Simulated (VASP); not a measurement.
# ScHO2 (R-3m) in VASP: notebook

One crystal, ScHO2, is run at these levels: PBEsol; tasks: single point.

Everything below comes from runs of VASP 6.6.1. Logs are shortened: lines on timing, memory, paths and dates and some standing lists are left out, and cuts for length are marked.

### Step 1. The structure

It takes space group R-3m (No. 166, trigonal). Conventional cell: a = 3.132 Å, b = 3.132 Å, c = 14.484 Å, α = 90.00°, β = 90.00°, γ = 120.00°. Sc (site symmetry -3m) is surrounded by 6 O at 2.12 Å. Around H (site symmetry -3m) lie 2 O at 1.30 Å. O (site symmetry 3m) has 1 H at 1.30 Å as nearest neighbours.

The cell comes from a database or a generator and needn't be the stable form of this composition.

### Step 2. Single point, PBEsol

Input file INCAR:

```
SYSTEM = ScHO2
PREC = Accurate ; ENCUT = 520
EDIFF = 1E-6 ; ISMEAR = 0
SIGMA = 0.05 ; LREAL = .FALSE.
LASPH = .TRUE. ; NELM = 100
ALGO = Normal ; ISIF = 2
LWAVE = .FALSE. ; LCHARG = .FALSE.
GGA = PS ; NBANDS = 20
```

Input file KPOINTS:

```
regular mesh
0
G
  9 9 9
  0 0 0
```

Input file POSCAR:

```
ScHO2
1.0
    1.5660371824      0.9041519888      4.8281629144
   -1.5660371824      0.9041519888      4.8281629144
    0.0000000000     -1.8083039777      4.8281629144
Sc H O
1 1 2
Direct
    0.0000000000      0.0000000000      0.0000000000
    0.5000000000      0.5000000000      0.5000000000
    0.5897010000      0.5897010000      0.5897010000
    0.4102990000      0.4102990000      0.4102990000
```

Potentials or basis: VASP PAW PBE potentials, release 64 (Sc_sv, H, O).

The run is started by

```sh
$ cat potpaw_PBE.64/Sc_sv/POTCAR potpaw_PBE.64/H/POTCAR potpaw_PBE.64/O/POTCAR > POTCAR
$ mpirun -np 1 vasp_std > vasp.out
```

OUTCAR:

```text
SYSTEM = ScHO2
   PREC = Accurate
   ENCUT = 520
   EDIFF = 1E-6
   ISMEAR = 0
   LREAL = .FALSE.
   LASPH = .TRUE.
   NELM = 100
   ISIF = 2
   GGA = PS

 ion  position               nearest neighbor table
   1  0.000  0.000  0.000-   3 2.12   3 2.12   4 2.12   4 2.12   3 2.12   4 2.12
   2  0.500  0.500  0.500-   3 1.30   4 1.30
   3  0.590  0.590  0.590-   2 1.30   1 2.12   1 2.12   1 2.12
   4  0.410  0.410  0.410-   2 1.30   1 2.12   1 2.12   1 2.12

  LATTYP: Found a trigonal (rhomboedric) cell.
 ALAT       =     5.1556881600
 COS(alpha) =     0.8154726047

  Lattice vectors:

 A1 = (   1.5660371824,   0.9041519888,   4.8281629144)
 A2 = (  -1.5660371824,   0.9041519888,   4.8281629144)
 A3 = (   0.0000000000,  -1.8083039777,   4.8281629144)

Analysis of symmetry for initial positions (statically):
=====================================================================
 Subroutine PRICEL returns:
 Original cell was already a primitive cell.

 Routine SETGRP: Setting up the symmetry group for a
 trigonal (rhombohedral) supercell.

 Subroutine GETGRP returns: Found 12 space group operations
 (whereof 12 operations were pure point group operations)
 out of a pool of 12 trial point group operations.

The static configuration has the point symmetry D_3d.

Analysis of symmetry for dynamics (positions and initial velocities):
=====================================================================
 Subroutine PRICEL returns:
 Original cell was already a primitive cell.

 Routine SETGRP: Setting up the symmetry group for a
 trigonal (rhombohedral) supercell.

 Subroutine GETGRP returns: Found 12 space group operations
 (whereof 12 operations were pure point group operations)
 out of a pool of 12 trial point group operations.

The dynamic configuration has the point symmetry D_3d.

 Subroutine INISYM returns: Found 12 space group operations
 (whereof 12 operations are pure point group operations),
 and found     1 'primitive' translations

----------------------------------------------------------------------------------------

                                     Primitive cell

  volume of cell :      41.0182

  direct lattice vectors                    reciprocal lattice vectors
     1.566037182  0.904151989  4.828162914     0.319277221  0.184334790  0.069039372
    -1.566037182  0.904151989  4.828162914    -0.319277221  0.184334790  0.069039372
     0.000000000 -1.808303978  4.828162914     0.000000000 -0.368669579  0.069039372

[... 87 lines left out ...]
   EDIFF  = 0.1E-05   stopping-criterion for ELM
   LREAL  =      F    real-space projection
   EDIFFG = 0.1E-04   stopping-criterion for IOM
   NSW    =      0    number of steps for IOM
   IBRION =     -1    ionic relax: 0-MD 1-quasi-New 2-CG
   NFREE  =      0    steps in history (QN), initial steepest desc. (CG)
   ISIF   =      2    stress and relaxation
   ISYM   =      2    0-nonsym 1-usesym 2-fastsym
   POTIM  = 0.5000    time-step for ionic-motion
   TEBEG  =    0.0;   TEEND  =   0.0 temperature during run
   PSTRESS=    0.0 pullay stress
   NELECT =      24.0000    total number of electrons
   NUPDOWN=      -1.0000    fix difference up-down
   EMIN   =  10.00;   EMAX   =-10.00  energy-range for DOS
   EFERMI =   0.00;   METHOD = LEGACY
   ISMEAR =     0;   SIGMA  =   0.05  broadening in eV -4-tet -1-fermi 0-gaus
   EFERMI_NEDOS =   21; number of points for ismear=-14 and -15
   IALGO  =     38    algorithm
   IMIX   =      4    mixing-type and parameters
     AMIX     =   0.40;   BMIX     =  1.00
     AMIX_MAG =   1.60;   BMIX_MAG =  1.00
  volume/ion in A,a.u.               =      10.25        69.20
  Fermi-wavevector in a.u.,A,eV,Ry     =   1.369261  2.587529 25.509246  1.874877
  Thomas-Fermi vector in A             =   2.495152
   LORBIT       =      0    0 simple, 1 ext, 2 COOP (PROOUT), +10 PAW based schemes
   GGA     = PS    functional components
   LHFCALC =     F    Hartree Fock is set to
   AEXX    =    0.0000 exact exchange contribution
   IVDW    =     0    specifies the selected vdW correction
   LEPSILON=     F    determine dielectric tensor
   LRPA    =     F    only Hartree local field effects (RPA)
 non-spin polarized calculation
 Gauss-broadening in eV      SIGMA  =   0.05
  energy-cutoff  :      520.00
  volume of cell :       41.02
 maximum number of plane-waves:      1115
   NGX = 19   NGY = 19   NGZ = 19

 number of electron      24.0000001 magnetization

 Free energy of the ion-electron system (eV)
  ---------------------------------------------------
  ext. energy  EPLUGINS =         0.00000000
  ---------------------------------------------------
  free energy    TOTEN  =       -30.62479711 eV

  energy without entropy =      -30.62479711  energy(sigma->0) =      -30.62479711

 E-fermi :   1.4199     XC(G=0): -10.4068

 val. band max:        1.0614905610   @ k =   0.4444   0.4444   0.4444
 cond. band min:       4.8900503192   @ k =   0.4444   0.4444   0.0000
 fundamental gap:      3.8285597582
 Fermi energy:         1.4199258825

 k-point     1 :       0.0000    0.0000    0.0000
  band No.  band energies     occupation
      1     -45.8743      2.00000
      2     -24.7394      2.00000
      3     -24.3685      2.00000
      4     -24.3685      2.00000
      5     -16.0790      2.00000
      6     -14.2325      2.00000
[... 541 lines left out ...]
     19      12.3746      0.00000
     20      13.3969      0.00000

 [... further k-points ...]

------------------------ aborting loop because EDIFF is reached ----------------------------------------

  FORCE on cell =-STRESS in cart. coord.  units (eV):
  Direction    XX          YY          ZZ          XY          YZ          ZX
  --------------------------------------------------------------------------------------
  -------------------------------------------------------------------------------------
  Total        0.8483039      0.8483039     -6.3687355      0.0000000      0.0000000     -0.0000000
  in kB       33.1348757     33.1348757   -248.7637619      0.0000000      0.0000000     -0.0000000
  external PRESSURE =     -60.8313369 kB  Pullay stress =       0.0000000 kB

 VOLUME and BASIS-vectors are now :
 -----------------------------------------------------------------------------
  energy-cutoff  :      520.00
  volume of cell :       41.02
      direct lattice vectors                 reciprocal lattice vectors
     1.566037182  0.904151989  4.828162914     0.319277221  0.184334790  0.069039372
    -1.566037182  0.904151989  4.828162914    -0.319277221  0.184334790  0.069039372
     0.000000000 -1.808303978  4.828162914     0.000000000 -0.368669579  0.069039372

 POSITION                                       TOTAL-FORCE (eV/Angst)
 -----------------------------------------------------------------------------------
      0.00000      0.00000      0.00000         0.000000     -0.000000      0.000000
      0.00000     -0.00000      7.24224        -0.000000     -0.000000     -0.000000
      0.00000     -0.00000      8.54152         0.000000      0.000000     -0.675942
      0.00000     -0.00000      5.94297         0.000000     -0.000000      0.675942
 -----------------------------------------------------------------------------------
    total drift:                               -0.000000      0.000000     -0.000000

  FREE ENERGIE OF THE ION-ELECTRON SYSTEM (eV)
  ---------------------------------------------------
  free  energy   TOTEN  =       -30.6247971075 eV

  energy  without entropy=      -30.6247971075  energy(sigma->0) =      -30.62479711
```

OSZICAR:

```text
N       E                     dE             d eps       ncg     rms          rms(c)
DAV:   1     0.242301073845E+03    0.24230E+03   -0.11766E+04  3448   0.127E+03
DAV:   2    -0.115769548300E+02   -0.25388E+03   -0.24373E+03  3636   0.388E+02
DAV:   3    -0.350390589094E+02   -0.23462E+02   -0.22776E+02  4560   0.119E+02
DAV:   4    -0.357636788333E+02   -0.72462E+00   -0.72263E+00  4636   0.212E+01
DAV:   5    -0.357770726217E+02   -0.13394E-01   -0.13385E-01  4252   0.265E+00    0.163E+01
DAV:   6    -0.308214336218E+02    0.49556E+01   -0.18839E+01  5356   0.476E+01    0.705E+00
DAV:   7    -0.306824091090E+02    0.13902E+00   -0.93211E-01  4556   0.810E+00    0.440E+00
DAV:   8    -0.306348165261E+02    0.47593E-01   -0.31925E-01  5372   0.723E+00    0.124E+00
DAV:   9    -0.306249412417E+02    0.98753E-02   -0.19612E-02  5196   0.190E+00    0.360E-01
DAV:  10    -0.306246437145E+02    0.29753E-03   -0.10401E-02  5292   0.111E+00    0.119E-01
DAV:  11    -0.306246999055E+02   -0.56191E-04   -0.64540E-04  4132   0.193E-01    0.357E-02
DAV:  12    -0.306248032881E+02   -0.10338E-03   -0.19197E-04  4724   0.172E-01    0.254E-02
DAV:  13    -0.306247962963E+02    0.69918E-05   -0.24786E-05  5300   0.599E-02    0.810E-03
DAV:  14    -0.306247971075E+02   -0.81125E-06   -0.22938E-06  3568   0.109E-02
   1 F= -.30624797E+02 E0= -.30624797E+02  d E =-.743329E-26
```

Wall time 60 s (1 thread of Intel Xeon 6975P-C (Granite Rapids), shared host); peak memory 0.27 GiB.

Results:

```
Free energy            : -30.6248 eV
Pressure               : -6.1 GPa
Largest force          : 0.676 eV/Å
Band gap on the k mesh : 3.83 eV, indirect (least direct gap 4.53 eV)
```

Forces in eV/Å, atoms in the order of the input:
```
Sc   0.000  0.000  0.000
H    0.000  0.000  0.000
O    0.000  0.000 -0.676
O    0.000  0.000  0.676
```

Caveat: the PAW data sets were made with another functional, which shifts forces and pressure a little; an odd mesh through Γ misses points on the zone boundary, where band edges often lie. As with any semilocal functional, this PBEsol gap is likely too small.

### Step 3. Single point, PBEsol

This run uses another cell than the first one, of the same volume but with other edges.

Input file INCAR:

```
ALGO     = Normal         # electronic algorithm
EDIFF    = 1E-7           # SCF threshold, eV
ENCUT    = 520            # plane-wave cutoff, eV
GGA      = PS             # functional
ISIF     = 2              # what is computed and relaxed
ISMEAR   = 0              # smearing method
LASPH    = True           # aspherical terms in the spheres
LCHARG   = False          # write CHGCAR
LREAL    = False          # projectors in reciprocal space
LWAVE    = False          # write WAVECAR
NBANDS   = 20             # bands
NELM     = 80             # most SCF steps
PREC     = Accurate       # precision mode
SIGMA    = 0.05           # smearing width, eV
```

Input file KPOINTS:

```
k-points
0
Gamma
  9 9 9
```

Input file POSCAR:

```
ScHO2
1.0
    1.5905104664      0.9182816459      4.6807235495
   -1.5905104664      0.9182816459      4.6807235495
    0.0000000000     -1.8365632918      4.6807235495
Sc H O
1 1 2
Direct
    0.0000000000      0.0000000000      0.0000000000
    0.5000000000      0.5000000000      0.5000000000
    0.5897010000      0.5897010000      0.5897010000
    0.4102990000      0.4102990000      0.4102990000
```

Potentials or basis: VASP PAW PBE potentials, release 64 (Sc_sv, H, O).

The run is started by

```sh
$ cat potpaw_PBE.64/Sc_sv/POTCAR potpaw_PBE.64/H/POTCAR potpaw_PBE.64/O/POTCAR > POTCAR
$ mpirun -np 1 vasp_std > vasp.out
```

It took 72 s on 1 thread of Intel Xeon 6975P-C (Granite Rapids), shared host; peak memory 0.27 GiB.

It converged, with:

```yaml
Free_energy: -30.7962 eV
Pressure: -5.6 GPa
Largest_force: 0.347 eV/Å
Band_gap_on_the_k_mesh: 3.98 eV, indirect (least direct gap 4.49 eV)
```

Forces in eV/Å, atoms in the order of the input:
```
Sc   0.000  0.000  0.000
H    0.000  0.000  0.000
O    0.000  0.000 -0.347
O    0.000  0.000  0.347
```

Stress tensor (GPa, compression positive):
```
 -0.60   0.00   0.00
  0.00  -0.60   0.00
  0.00   0.00 -15.48
```

Levels at points of the mesh, in eV from the valence-band top:
```tsv
k point	band 10	band 11	band 12	band 13	band 14	band 15
(0.00, 0.00, 0.00)	-0.35	-0.35	-0.20	4.85	4.94	4.94
```

Caveat: the PAW data sets were made with another functional, which shifts forces and pressure a little; an odd mesh through Γ misses points on the zone boundary, where band edges often lie.

### Step 4. Single point, PBEsol

This run uses another cell than the first one, of the same volume but with other edges.

Input file INCAR:

```
PREC = Accurate ; ENCUT = 520
EDIFF = 1E-7 ; ISMEAR = 0
SIGMA = 0.05 ; LREAL = False
LASPH = True ; NELM = 80
ALGO = Normal ; ISIF = 2
LWAVE = False ; LCHARG = False
GGA = PS ; NBANDS = 20
```

Input file KPOINTS:

```
Automatic mesh
0
Gamma
  9 9 9
```

Input file POSCAR:

```
ScHO2
1.0
    1.6387368511      0.9461251621      4.4092793502
   -1.6387368511      0.9461251621      4.4092793502
    0.0000000000     -1.8922503242      4.4092793502
Sc H O
1 1 2
Direct
    0.0000000000      0.0000000000      0.0000000000
    0.5000000000      0.5000000000      0.5000000000
    0.5897010000      0.5897010000      0.5897010000
    0.4102990000      0.4102990000      0.4102990000
```

The run is started by

```sh
$ cat potpaw_PBE.64/Sc_sv/POTCAR potpaw_PBE.64/H/POTCAR potpaw_PBE.64/O/POTCAR > POTCAR
$ mpirun -np 1 vasp_std > vasp.out
```

Wall time 46 s (1 thread of Intel Xeon 6975P-C (Granite Rapids), shared host); peak memory 0.24 GiB.

The run converged. Its results:

- Free energy: -30.8145 eV
- Pressure: -3.7 GPa
- Largest force: 0.804 eV/Å
- Band gap on the k mesh: 3.83 eV, indirect (least direct gap 4.17 eV)

Forces on the atoms (eV/Å):
```
Sc   0.000  0.000  0.000
H    0.000  0.000  0.000
O    0.000  0.000  0.804
O    0.000  0.000 -0.804
```

Stress tensor (GPa, compression positive):
```
-8.02  0.00  0.00
 0.00 -8.02  0.00
 0.00  0.00  4.95
```

Levels at points of the mesh, in eV from the valence-band top:
```
           k point  band 10  band 11  band 12  band 13  band 14  band 15
(0.00, 0.00, 0.00)    -0.78    -0.78    -0.13     4.22     4.53     4.53
```

Caveat: the PAW data sets were made with another functional, which shifts forces and pressure a little; an odd mesh through Γ misses points on the zone boundary, where band edges often lie. A hybrid or GW would open this gap; PBEsol tends to underestimate it.

### Step 5. Single point, PBEsol

This run uses another cell than the first one, of the same volume but with other edges.

Input file INCAR:

```
SYSTEM = ScHO2
PREC     = Accurate       ! precision mode
ENCUT    = 520            ! plane-wave cutoff, eV
EDIFF    = 1E-6           ! SCF threshold, eV
ISMEAR   = 0              ! smearing method
SIGMA    = 0.05           ! smearing width, eV
LREAL    = .False.        ! projectors in reciprocal space
LASPH    = .True.         ! aspherical terms in the spheres
NELM     = 100            ! most SCF steps
ALGO     = Normal         ! electronic algorithm
ISIF     = 2              ! what is computed and relaxed
LWAVE    = .False.        ! write WAVECAR
LCHARG   = .True.         ! write CHGCAR
GGA      = PS             ! functional
LELF     = .True.         ! ELF
LVHAR    = .True.       
NBANDS   = 20             ! bands
```

Input file KPOINTS:

```
Automatic mesh
0
Gamma
  9 9 9
  0 0 0
```

Input file POSCAR:

```
ScHO2
1.0
    1.7065800161      0.9852944317      4.0656757830
   -1.7065800161      0.9852944317      4.0656757830
    0.0000000000     -1.9705888634      4.0656757830
Sc H O
1 1 2
Direct
    0.0000000000      0.0000000000      0.0000000000
    0.5000000000      0.5000000000      0.5000000000
    0.5897010000      0.5897010000      0.5897010000
    0.4102990000      0.4102990000      0.4102990000
```

The run is started by

```sh
$ cat potpaw_PBE.64/Sc_sv/POTCAR potpaw_PBE.64/H/POTCAR potpaw_PBE.64/O/POTCAR > POTCAR
$ mpirun -np 1 vasp_std > vasp.out
```

Run time: 47 s. Hardware: 1 thread of Intel Xeon 6975P-C (Granite Rapids), shared host; peak memory 0.23 GiB.

The run converged. Its results:

- Free energy: -30.1054 eV
- Pressure: 1.4 GPa
- Largest force: 3.753 eV/Å
- Band gap on the k mesh: 2.97 eV, indirect (least direct gap 3.03 eV)

Forces on the atoms (eV/Å):
```
Sc   0.000  0.000  0.000
H    0.000  0.000  0.000
O    0.000  0.000  3.753
O    0.000  0.000 -3.753
```

Stress tensor (GPa, compression positive):
```
-17.42   0.00   0.00
  0.00 -17.42   0.00
  0.00   0.00  39.08
```

Levels at points of the mesh, in eV from the valence-band top:
| k point | band 8 | band 9 | band 10 | band 11 | band 12 | band 13 | band 14 | band 15 | band 16 | band 17 |
| --- | --- | --- | --- | --- | --- | --- | --- | --- | --- | --- |
| (0.00, 0.00, 0.00) | -2.91 | -2.91 | -1.45 | -1.45 | -0.06 | 2.97 | 3.78 | 3.78 | 5.99 | 7.05 |

Caveat: the PAW data sets were made with another functional, which shifts forces and pressure a little; an odd mesh through Γ misses points on the zone boundary, where band edges often lie.
